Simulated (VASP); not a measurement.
# Mg (I4/mmm) in VASP: a series of runs

The runs below take Mg through single point, with PBE, revPBE+D3(BJ).

All numbers are computed with VASP 6.6.1; they aren't measurements. Logs are shortened: lines on timing, memory, paths and dates and some standing lists are left out, and cuts for length are marked.

## Step 1: The crystal as given

It takes space group I4/mmm (No. 139, tetragonal). The conventional cell has a = 3.672 Å, b = 3.672 Å, c = 3.359 Å, α = 90.00°, β = 90.00°, γ = 90.00°. Mg (site symmetry 4/mmm) is surrounded by 10 Mg at 3.09 to 3.36 Å.

This isn't the form of Mg at room conditions, which is hcp.

## Step 2: Single point, PBE

The input, INCAR:

```
PREC = Accurate
ENCUT = 520
EDIFF = 1E-6
ISMEAR = -1
SIGMA = 0.02
LREAL = False
LASPH = True
NELM = 60
ALGO = Fast
ISIF = 2
LWAVE = False
LCHARG = False
GGA = PE
NBANDS = 7
```

The input, KPOINTS:

```
Automatic mesh
0
Gamma
  6 6 6
```

The input, POSCAR:

```
Mg
1.0
   -1.8359916300      1.8359916300      1.6794040200
    1.8359916300     -1.8359916300      1.6794040200
    1.8359916300      1.8359916300     -1.6794040200
Mg
1
Direct
    0.0000000000      0.0000000000      0.0000000000
```

Potentials or basis: VASP PAW PBE potentials, release 64 (Mg).

Launch:

```sh
$ cat potpaw_PBE.64/Mg/POTCAR > POTCAR
$ mpirun -np 1 vasp_std > vasp.out
```

OUTCAR:

```text
PREC = Accurate
   ENCUT = 520
   EDIFF = 1E-6
   ISMEAR = -1
   LREAL = False
   LASPH = True
   NELM = 60
   ISIF = 2
   GGA = PE

 ion  position               nearest neighbor table
   1  0.000  0.000  0.000-

  LATTYP: Found a body centered tetragonal cell.
 ALAT       =     3.6719832600
 C/A-ratio  =     0.9147122419

  Lattice vectors:

 A1 = (  -1.8359916300,   1.8359916300,   1.6794040200)
 A2 = (   1.8359916300,  -1.8359916300,   1.6794040200)
 A3 = (   1.8359916300,   1.8359916300,  -1.6794040200)

Analysis of symmetry for initial positions (statically):
=====================================================================
 Subroutine PRICEL returns:
 Original cell was already a primitive cell.

 Routine SETGRP: Setting up the symmetry group for a
 body centered tetragonal supercell.

 Subroutine GETGRP returns: Found 16 space group operations
 (whereof 16 operations were pure point group operations)
 out of a pool of 16 trial point group operations.

The static configuration has the point symmetry D_4h.

Analysis of symmetry for dynamics (positions and initial velocities):
=====================================================================
 Subroutine PRICEL returns:
 Original cell was already a primitive cell.

 Routine SETGRP: Setting up the symmetry group for a
 body centered tetragonal supercell.

 Subroutine GETGRP returns: Found 16 space group operations
 (whereof 16 operations were pure point group operations)
 out of a pool of 16 trial point group operations.

The dynamic configuration has the point symmetry D_4h.

 Subroutine INISYM returns: Found 16 space group operations
 (whereof 16 operations are pure point group operations),
 and found     1 'primitive' translations

----------------------------------------------------------------------------------------

                                     Primitive cell

  volume of cell :      22.6442

  direct lattice vectors                    reciprocal lattice vectors
    -1.835991630  1.835991630  1.679404020     0.000000000  0.272332396  0.297724665
     1.835991630 -1.835991630  1.679404020     0.272332396  0.000000000  0.297724665
     1.835991630  1.835991630 -1.679404020     0.272332396  0.272332396  0.000000000

  length of vectors
[... 79 lines left out ...]
   NELM   =     60;   NELMIN=  2; NELMDL= -5     # of ELM steps
   EDIFF  = 0.1E-05   stopping-criterion for ELM
   LREAL  =      F    real-space projection
   EDIFFG = 0.1E-04   stopping-criterion for IOM
   NSW    =      0    number of steps for IOM
   IBRION =     -1    ionic relax: 0-MD 1-quasi-New 2-CG
   NFREE  =      0    steps in history (QN), initial steepest desc. (CG)
   ISIF   =      2    stress and relaxation
   ISYM   =      2    0-nonsym 1-usesym 2-fastsym
   POTIM  = 0.5000    time-step for ionic-motion
   TEBEG  =    0.0;   TEEND  =   0.0 temperature during run
   PSTRESS=    0.0 pullay stress
   NELECT =       2.0000    total number of electrons
   NUPDOWN=      -1.0000    fix difference up-down
   EMIN   =  10.00;   EMAX   =-10.00  energy-range for DOS
   EFERMI =   0.00;   METHOD = LEGACY
   ISMEAR =    -1;   SIGMA  =   0.02  broadening in eV -4-tet -1-fermi 0-gaus
   EFERMI_NEDOS =   21; number of points for ismear=-14 and -15
   IALGO  =     68    algorithm
   IMIX   =      4    mixing-type and parameters
     AMIX     =   0.40;   BMIX     =  1.00
     AMIX_MAG =   1.60;   BMIX_MAG =  1.00
  volume/ion in A,a.u.               =      22.64       152.81
  Fermi-wavevector in a.u.,A,eV,Ry     =   0.729065  1.377732  7.231974  0.531535
  Thomas-Fermi vector in A             =   1.820694
   LORBIT       =      0    0 simple, 1 ext, 2 COOP (PROOUT), +10 PAW based schemes
   GGA     = PE    functional components
   LHFCALC =     F    Hartree Fock is set to
   AEXX    =    0.0000 exact exchange contribution
   IVDW    =     0    specifies the selected vdW correction
   LEPSILON=     F    determine dielectric tensor
   LRPA    =     F    only Hartree local field effects (RPA)
 non-spin polarized calculation
 RMM-DIIS sequential band-by-band and
  energy-cutoff  :      520.00
  volume of cell :       22.64
 maximum number of plane-waves:       624
   NGX = 11   NGY = 11   NGZ = 11

 number of electron       2.0000000 magnetization

 Free energy of the ion-electron system (eV)
  ---------------------------------------------------
  ext. energy  EPLUGINS =         0.00000000
  ---------------------------------------------------
  free energy    TOTEN  =        -1.46193412 eV

  energy without entropy =       -1.46035918  energy(sigma->0) =       -1.46114665

 E-fermi :   2.8600     XC(G=0):  -8.5354

 val. band max:        2.8409224414   @ k =  -0.1667   0.5000   0.1667
 cond. band min:       2.8932284499   @ k =   0.3333   0.3333   0.0000
 fundamental gap:      0.0523060085
 Fermi energy:         2.8599722817

 k-point     1 :       0.0000    0.0000    0.0000
  band No.  band energies     occupation
      1      -4.2823      2.00000
      2      14.6849      0.00000
      3      16.5408      0.00000
      4      16.5408      0.00000
      5      16.8716      0.00000
      6      17.0919      0.00000
      7      17.0919      0.00000
[... 221 lines left out ...]
 k-point    24 :      -0.1667   -0.3333    0.1667
  band No.  band energies     occupation
      1      -0.6963      2.00000
      2       6.3387      0.00000
      3       9.1121      0.00000
      4      10.7403      0.00000
      5      13.5744      0.00000
      6      15.6895      0.00000
      7      18.0151      0.00000

 [... further k-points ...]

------------------------ aborting loop because EDIFF is reached ----------------------------------------

  FORCE on cell =-STRESS in cart. coord.  units (eV):
  Direction    XX          YY          ZZ          XY          YZ          ZX
  --------------------------------------------------------------------------------------
  -------------------------------------------------------------------------------------
  Total       -0.1341391     -0.1341391      0.5278721      0.0000000     -0.0000000      0.0000000
  in kB       -9.4909461     -9.4909461     37.3493240      0.0000000     -0.0000000      0.0000000
  external PRESSURE =       6.1224773 kB  Pullay stress =       0.0000000 kB

 VOLUME and BASIS-vectors are now :
 -----------------------------------------------------------------------------
  energy-cutoff  :      520.00
  volume of cell :       22.64
      direct lattice vectors                 reciprocal lattice vectors
    -1.835991630  1.835991630  1.679404020     0.000000000  0.272332396  0.297724665
     1.835991630 -1.835991630  1.679404020     0.272332396  0.000000000  0.297724665
     1.835991630  1.835991630 -1.679404020     0.272332396  0.272332396  0.000000000

 POSITION                                       TOTAL-FORCE (eV/Angst)
 -----------------------------------------------------------------------------------
      0.00000      0.00000      0.00000        -0.000000      0.000000      0.000000
 -----------------------------------------------------------------------------------
    total drift:                               -0.000000      0.000000      0.000000

  FREE ENERGIE OF THE ION-ELECTRON SYSTEM (eV)
  ---------------------------------------------------
  free  energy   TOTEN  =        -1.4619341186 eV

  energy  without entropy=       -1.4603591847  energy(sigma->0) =       -1.46114665
```

stdout:

```text
POSCAR found type information on POSCAR Mg
 POSCAR found :  1 types and       1 ions
 scaLAPACK will be used
 LDA part: xc-table for (Slater+PW92), standard interpolation
 POSCAR, INCAR and KPOINTS ok, starting setup
 FFT: planning ... GRIDC
 FFT: planning ... GRID_SOFT
 FFT: planning ... GRID
 WAVECAR not read
 entering main loop
```

Wall time 2.1 s (1 thread of AMD EPYC 9R45 (Zen 5), shared host); peak memory 0.1 GiB.

What came out:

```
Free energy            : -1.4619 eV
Pressure               : 0.6 GPa
Band gap on the k mesh : none (metal or under the smearing width)
```

Caveat: the k mesh is coarse (spacing up to 0.42 Å⁻¹), so the values aren't converged.

[end of part 1 of 2]
